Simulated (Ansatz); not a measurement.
# TaN: the cost of one run

Program: Ansatz 0.2.0. Level of theory: DFT PBEsol, scalar-relativistic, plane waves, PAW. These are calculated values, not measurements.

16 further runs of the same task are left out: 16 set aside as unsound or not needed. Runs told in other sessions of the task aren't counted.

**1. Starting point**

The structure is hexagonal, space group P6_3mc (No. 186). Conventional cell: a = 3.122 Å, b = 3.122 Å, c = 6.052 Å, α = 90.00°, β = 90.00°, γ = 120.00°. Ta (site symmetry 3m) is surrounded by 4 N at 1.97 to 2.09 Å. N (site symmetry 3m) is surrounded by 4 Ta at 1.97 to 2.09 Å.

Structure file:

```cif
data_structure
_symmetry_space_group_name_H-M 'P6_3mc'
_symmetry_Int_Tables_number 186
_cell_length_a 3.1220
_cell_length_b 3.1220
_cell_length_c 6.0516
_cell_angle_alpha 90.000
_cell_angle_beta 90.000
_cell_angle_gamma 120.000
_cell_volume 51.08
loop_
_atom_site_label
_atom_site_type_symbol
_atom_site_symmetry_multiplicity
_atom_site_Wyckoff_symbol
_atom_site_fract_x
_atom_site_fract_y
_atom_site_fract_z
_atom_site_occupancy
Ta1 Ta 2 b 0.33333 0.66667 0.03010 1
N1 N 2 b 0.33333 0.66667 0.35490 1
```

This cell was relaxed beforehand with the same method: volume 12.77 Å³/atom, gap on the mesh none (metal).

**2. What is varied**

The energy is mapped over volume and the cell's shape.

First coordinate, volume per atom: 7 values from 11.24 to 14.30 Å³. Second coordinate, c/a of the conventional cell: 7 values from 1.718 to 2.187.

Nothing else is relaxed (fractional coordinates fixed). Energies count from the relaxed crystal. Points are written as (first, second).

**3. Point (11.24 Å³, 2.187)**

input.yaml reads:

```yaml
crystal:
  lattice:
    - [2.8738875704, 0.0, 0.0]
    - [-1.4369437852, 2.4888596436, 0.0]
    - [0.0, 0.0, 6.2846173389]
  atoms:
    - { symbol: Ta, position: [0.3333333333, 0.6666666667, 0.0301041378] }
    - { symbol: Ta, position: [0.6666666667, 0.3333333333, 0.5301041378] }
    - { symbol: "N", position: [0.3333333333, 0.6666666667, 0.3548958622] }
    - { symbol: "N", position: [0.6666666667, 0.3333333333, 0.8548958622] }
basis:
  ecutwfc: 520.0
kpoints:
  mp_grid: { grid: [18, 18, 8] }
hamiltonian:
  xc: pbesol
  pseudopotentials: { kind: paw, azcp: { folder: soft_1 } }
scf:
  occupations: { method: gaussian, width: 0.15 }
output:
  forces: true
  stress: true
  eigenvalues: true
```

Launch:

```console
ansatz run input.yaml --threads 2 --pin off --max-ram 4096MiB --backend cpu --events-out ev --progress --plain --runs-dir out
```

Q: Estimate wall time and peak memory on 2 threads of Arm Neoverse N1, shared host.

About 18 s, with a peak of 0.5 GiB.
